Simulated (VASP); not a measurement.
# CdS (Hawleyite) (F-43m) in VASP: further runs

The runs below take CdS (Hawleyite) through single point, with HSE06.

Everything below comes from runs of VASP 6.6.1. Logs are shortened: lines on timing, memory, paths and dates and some standing lists are left out, and cuts for length are marked.

### Step 1. The structure

It takes space group F-43m (No. 216, cubic). The conventional cell has a = 5.833 Å, b = 5.833 Å, c = 5.833 Å, α = 90.00°, β = 90.00°, γ = 90.00°. Cd (site symmetry -43m) is surrounded by 4 S at 2.53 Å. S (site symmetry -43m) is surrounded by 4 Cd at 2.53 Å.

### Step 2. Single point, HSE06

POSCAR

```
CdS
1.0
    0.0000000000      2.9165000000      2.9165000000
    2.9165000000      0.0000000000      2.9165000000
    2.9165000000      2.9165000000      0.0000000000
Cd S
1 1
Direct
    0.0000000000      0.0000000000      0.0000000000
    0.7500000000      0.7500000000      0.7500000000
```

INCAR.step1

```
SYSTEM = CdS
  ALGO = Normal
  EDIFF = 1E-5
  ENCUT = 460
  GGA = PE
  ISIF = 2
  ISMEAR = 0
  LASPH = .TRUE.
  LCHARG = .FALSE.
  LREAL = .FALSE.
  LWAVE = .TRUE.
  NBANDS = 17
  NELM = 100
  NKRED = 1
  PREC = Accurate
  SIGMA = 0.01
```

INCAR.step2

```
SYSTEM = CdS
  ALGO = Normal
  EDIFF = 1E-6
  ENCUT = 460
  GGA = PE
  HFSCREEN = 0.2
  ISIF = 2
  ISMEAR = 0
  ISTART = 1
  LASPH = .TRUE.
  LCHARG = .FALSE.
  LHFCALC = .TRUE.
  LREAL = .FALSE.
  LWAVE = .FALSE.
  NBANDS = 17
  NELM = 100
  NKRED = 1
  PREC = Accurate
  PRECFOCK = Fast
  SIGMA = 0.01
```

KPOINTS

```
k-points
0
G
  3 3 3
  0 0 0
```

Potentials or basis: VASP PAW PBE potentials, release 64 (Cd, S).

Run with:

```bash
$ cat potpaw_PBE.64/Cd/POTCAR potpaw_PBE.64/S/POTCAR > POTCAR
$ cp INCAR.step1 INCAR
$ mpirun -np 1 vasp_std > vasp.out
$ cp INCAR.step2 INCAR
$ mpirun -np 1 vasp_std > vasp.out
```

OUTCAR:

```text
SYSTEM = CdS
   EDIFF = 1E-6
   ENCUT = 460
   GGA = PE
   HFSCREEN = 0.2
   ISIF = 2
   ISMEAR = 0
   ISTART = 1
   LASPH = .TRUE.
   LHFCALC = .TRUE.
   LREAL = .FALSE.
   NELM = 100
   NKRED = 1
   PREC = Accurate
   PRECFOCK = Fast

 Found      4 irreducible k-points:

 Following reciprocal coordinates:
            Coordinates               Weight
  0.000000  0.000000  0.000000      1.000000
  0.333333  0.000000  0.000000      8.000000
  0.333333  0.333333  0.000000      6.000000
 -0.333333  0.333333  0.000000     12.000000
   k-points           NKPTS =      4   k-points in BZ     NKDIM =     27   number of bands    NBANDS=     17
   number of dos      NEDOS =    301   number of ions     NIONS =      2
   total plane-waves  NPLWV =  27000
   dimension x,y,z NGX =    30 NGY =   30 NGZ =   30
   dimension x,y,z NGXF=    60 NGYF=   60 NGZF=   60
   ions per type =               1   1
   NGX,Y,Z   is equivalent  to a cutoff of  12.09, 12.09, 12.09 a.u.
   NGXF,Y,Z  is equivalent  to a cutoff of  24.18, 24.18, 24.18 a.u.
 SYSTEM =  CdS
   PREC   = accura    normal or accurate (medium, high low for compatibility)
   ISTART =      1    job   : 0-new  1-cont  2-samecut
   ICHARG =      0    charge: 1-file 2-atom 10-const
   ISPIN  =      1    spin polarized calculation?
   LNONCOLLINEAR =      F non collinear calculations
   LSORBIT =      F    spin-orbit coupling
   LASPH  =      T    aspherical Exc in radial PAW
   ENCUT  =  460.0 eV  33.81 Ry    5.81 a.u.   7.21  7.21  7.21*2*pi/ulx,y,z
   NELM   =    100;   NELMIN=  2; NELMDL=  0     # of ELM steps
   EDIFF  = 0.1E-05   stopping-criterion for ELM
   LREAL  =      F    real-space projection
   EDIFFG = 0.1E-04   stopping-criterion for IOM
   NSW    =      0    number of steps for IOM
   IBRION =     -1    ionic relax: 0-MD 1-quasi-New 2-CG
   NFREE  =      0    steps in history (QN), initial steepest desc. (CG)
   ISIF   =      2    stress and relaxation
   ISYM   =      3    0-nonsym 1-usesym 2-fastsym
   POTIM  = 0.5000    time-step for ionic-motion
   TEBEG  =    0.0;   TEEND  =   0.0 temperature during run
   PSTRESS=    0.0 pullay stress
   NELECT =      18.0000    total number of electrons
   NUPDOWN=      -1.0000    fix difference up-down
   EMIN   =  10.00;   EMAX   =-10.00  energy-range for DOS
   EFERMI =   0.00;   METHOD = LEGACY
   ISMEAR =     0;   SIGMA  =   0.01  broadening in eV -4-tet -1-fermi 0-gaus
   EFERMI_NEDOS =   21; number of points for ismear=-14 and -15
   IALGO  =     38    algorithm
   IMIX   =      1    mixing-type and parameters
     AMIX     =   0.40;   BMIX     =  1.00
     AMIX_MAG =   1.60;   BMIX_MAG =  1.00
  volume/ion in A,a.u.               =      24.81       167.41
  Fermi-wavevector in a.u.,A,eV,Ry     =   1.167599  2.206442 18.548649  1.363287
  Thomas-Fermi vector in A             =   2.304097
   LORBIT       =      0    0 simple, 1 ext, 2 COOP (PROOUT), +10 PAW based schemes
   GGA     = PE    functional components
   LHFCALC =     T    Hartree Fock is set to
   PRECFOCK=fast      Normal, Fast or Accurate (Low or Medium for compatibility)
   ENCUT4O =  -1.0   cutoff for four orbital integrals eV
   NKREDX  =     1    reduce k-point grid by
   NKREDY  =     1    reduce k-point grid by
   NKREDZ  =     1    reduce k-point grid by
   AEXX    =    0.2500 exact exchange contribution
   HFSCREEN=    0.2000 screening length (either q_TF or 0.3 A-1)
   HFSCREENC=   0.2000 screening length for correlation (either q_TF or 0.3 A-1)
   ENCUTFOCK=  -1.0 apply spherical cutoff to Coloumb kernel
   IVDW    =     0    specifies the selected vdW correction
   LEPSILON=     F    determine dielectric tensor
   LRPA    =     F    only Hartree local field effects (RPA)
 non-spin polarized calculation
 Gauss-broadening in eV      SIGMA  =   0.01
  energy-cutoff  :      460.00
  volume of cell :       49.62
 maximum number of plane-waves:      1139
 NGX is ok and might be reduce to    30
  NGX = 16; NGY = 16; NGZ = 16

 number of electron      18.0000003 magnetization

 Free energy of the ion-electron system (eV)
  ---------------------------------------------------
  ext. energy  EPLUGINS =         0.00000000
  ---------------------------------------------------
  free energy    TOTEN  =        -7.50221495 eV

  energy without entropy =       -7.50221495  energy(sigma->0) =       -7.50221495

 E-fermi :   0.8153     XC(G=0):  -7.5547

 val. band max:        0.6909033581   @ k =   0.0000   0.0000   0.0000
 cond. band min:       2.9249193057   @ k =   0.0000   0.0000   0.0000
 fundamental gap:      2.2340159476
 Fermi energy:         0.8153047098

 k-point     1 :       0.0000    0.0000    0.0000
  band No.  band energies     occupation
      1     -12.8335      2.00000
      2      -8.2043      2.00000
      3      -8.2043      2.00000
      4      -8.2043      2.00000
      5      -7.7242      2.00000
      6      -7.7242      2.00000
      7       0.6909      2.00000
      8       0.6909      2.00000
      9       0.6909      2.00000
     10       2.9249      0.00000
     11       8.4132      0.00000
     12       8.4132      0.00000
     13       8.4132      0.00000
     14      13.4847      0.00000
     15      13.5050      0.00000
     16      13.5050      0.00000
     17      15.2535      0.00000

 k-point     2 :       0.3333    0.0000    0.0000
  band No.  band energies     occupation
      1     -12.4920      2.00000
      2      -8.1049      2.00000
      3      -8.1049      2.00000
      4      -7.7093      2.00000
      5      -7.7093      2.00000
      6      -7.6864      2.00000
      7      -2.9317      2.00000
      8       0.0749      2.00000
      9       0.0749      2.00000
     10       4.8087      0.00000
     11       8.6427      0.00000
     12       8.9640      0.00000
     13       8.9640      0.00000
     14      12.8962      0.00000
     15      13.1041      0.00000
     16      13.1041      0.00000
     17      18.0287      0.00000

 k-point     3 :       0.3333    0.3333    0.0000
  band No.  band energies     occupation
      1     -12.3847      2.00000
      2      -7.9580      2.00000
      3      -7.9580      2.00000
      4      -7.9481      2.00000
      5      -7.6623      2.00000
      6      -7.5737      2.00000
      7      -2.5930      2.00000
      8      -0.8719      2.00000
      9      -0.8719      2.00000
     10       5.5374      0.00000
     11       6.3354      0.00000
     12      10.2587      0.00000
     13      11.2050      0.00000
     14      11.2050      0.00000
     15      14.1811      0.00000
     16      17.4952      0.00000
     17      17.9510      0.00000

 k-point     4 :      -0.3333    0.3333    0.0000
  band No.  band energies     occupation
      1     -12.2794      2.00000
      2      -8.0178      2.00000
      3      -7.9537      2.00000
      4      -7.7752      2.00000
      5      -7.7039      2.00000
      6      -7.1104      2.00000
      7      -3.4431      2.00000
      8      -2.0411      2.00000
      9      -0.6886      2.00000
     10       6.2381      0.00000
     11       7.7012      0.00000
     12       9.8576      0.00000
     13      10.4849      0.00000
     14      11.8937      0.00000
     15      13.4022      0.00000
     16      16.8793      0.00000
     17      17.5371      0.00000

------------------------ aborting loop because EDIFF is reached ----------------------------------------

  FORCE on cell =-STRESS in cart. coord.  units (eV):
  Direction    XX          YY          ZZ          XY          YZ          ZX
  --------------------------------------------------------------------------------------
  -------------------------------------------------------------------------------------
  Total        0.7910766      0.7910766      0.7910766     -0.0000000      0.0000000     -0.0000000
  in kB       25.5454295     25.5454295     25.5454295     -0.0000000      0.0000000     -0.0000000
  external PRESSURE =      25.5454295 kB  Pullay stress =       0.0000000 kB

 VOLUME and BASIS-vectors are now :
 -----------------------------------------------------------------------------
  energy-cutoff  :      460.00
  volume of cell :       49.62
      direct lattice vectors                 reciprocal lattice vectors
     0.000000000  2.916500000  2.916500000    -0.171438368  0.171438368  0.171438368
     2.916500000  0.000000000  2.916500000     0.171438368 -0.171438368  0.171438368
     2.916500000  2.916500000  0.000000000     0.171438368  0.171438368 -0.171438368

 POSITION                                       TOTAL-FORCE (eV/Angst)
 -----------------------------------------------------------------------------------
      0.00000      0.00000      0.00000        -0.000000     -0.000000     -0.000000
      4.37475      4.37475      4.37475         0.000000      0.000000      0.000000
 -----------------------------------------------------------------------------------
    total drift:                               -0.000125     -0.000155     -0.000115

  FREE ENERGIE OF THE ION-ELECTRON SYSTEM (eV)
  ---------------------------------------------------
  free  energy   TOTEN  =        -7.5022149515 eV

  energy  without entropy=       -7.5022149515  energy(sigma->0) =       -7.50221495
```

It took 55 s on 1 thread of Intel Xeon Platinum 8375C at 2.90GHz (Ice Lake), shared host; peak memory 0.25 GiB.

The run converged, but some of its settings lie outside the range that counts as converged, so its numbers aren't taken as properties of the crystal.

What came out:

```yaml
Free_energy: -7.5022 eV
Pressure: 2.6 GPa
Band_gap_on_the_k_mesh: 2.23 eV, direct
```

Caveat: the k mesh is coarse (spacing up to 0.62 Å⁻¹), so the values aren't converged, least of all with exact exchange; the PAW data sets were made with another functional, which shifts forces and pressure a little.

### Step 3. Single point, HSE06

POSCAR is that of step 2.

Edit INCAR.step1 of step 2 so:

```diff
@@ -3,3 +3,3 @@
   EDIFF = 1E-5
-  ENCUT = 460
+  ENCUT = 400
   GGA = PE
```

Edit INCAR.step2 of step 2 so:

```diff
@@ -3,3 +3,3 @@
   EDIFF = 1E-6
-  ENCUT = 460
+  ENCUT = 400
   GGA = PE
```

KPOINTS

```
k-points
0
G
  4 4 4
  0 0 0
```

Potentials or basis: VASP PAW PBE potentials, release 64 (Cd, S).

Run with:

```bash
$ cat potpaw_PBE.64/Cd/POTCAR potpaw_PBE.64/S/POTCAR > POTCAR
$ cp INCAR.step1 INCAR
$ mpirun -np 1 vasp_std > vasp.out
$ cp INCAR.step2 INCAR
$ mpirun -np 1 vasp_std > vasp.out
```

It took 2.5 min on 1 thread of Intel Xeon Platinum 8375C at 2.90GHz (Ice Lake), shared host; peak memory 0.25 GiB.

The run converged, but some of its settings lie outside the range that counts as converged, so its numbers aren't taken as properties of the crystal.

Results:

```
Free energy            : -7.6016 eV
Pressure               : 1.7 GPa
Band gap on the k mesh : 2.20 eV, direct
```

Caveat: the k mesh is coarse (spacing up to 0.47 Å⁻¹), so the values aren't converged, least of all with exact exchange; the PAW data sets were made with another functional, which shifts forces and pressure a little.
